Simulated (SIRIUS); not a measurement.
W in SIRIUS: the effect of functional

W:

```
CELL_PARAMETERS angstrom
-1.58234 1.58234 1.58234
1.58234 -1.58234 1.58234
1.58234 1.58234 -1.58234
ATOMIC_POSITIONS crystal
W 0.00000 0.00000 0.00000
```

Alike in all runs:

| Item | Value |
| --- | --- |
| Program | SIRIUS 7.12.0 |
| Task | single point |
| Potentials or basis | PseudoDojo 0.4.1 PBE standard (scalar relativistic) |
| Cutoff | 1030 eV |
| Density cutoff | 4119 eV |
| k mesh | 12 × 12 × 12 |
| Occupations | fermi-dirac, width 0.05 eV |
| Spin | no spin polarisation |

| functional | pressure (GPa) |
| --- | --- |
| LDA | -7.5 |
| PBEsol | ? |
| RPBE | 9.6 |
| revPBE | 8.6 |
| BLYP | 15.4 |
| PW91 | 6.0 |
| AM05 | -3.5 |
| BP86 | 6.4 |
| rPW86PBE | 15.0 |
| WC | -0.7 |

Q: What does the run with functional PBEsol give?

A: Pressure -2.1 GPa.

Caveats: the potentials were made for another functional, which shifts forces and pressure.

Runs at the PBE level aren't shown here.
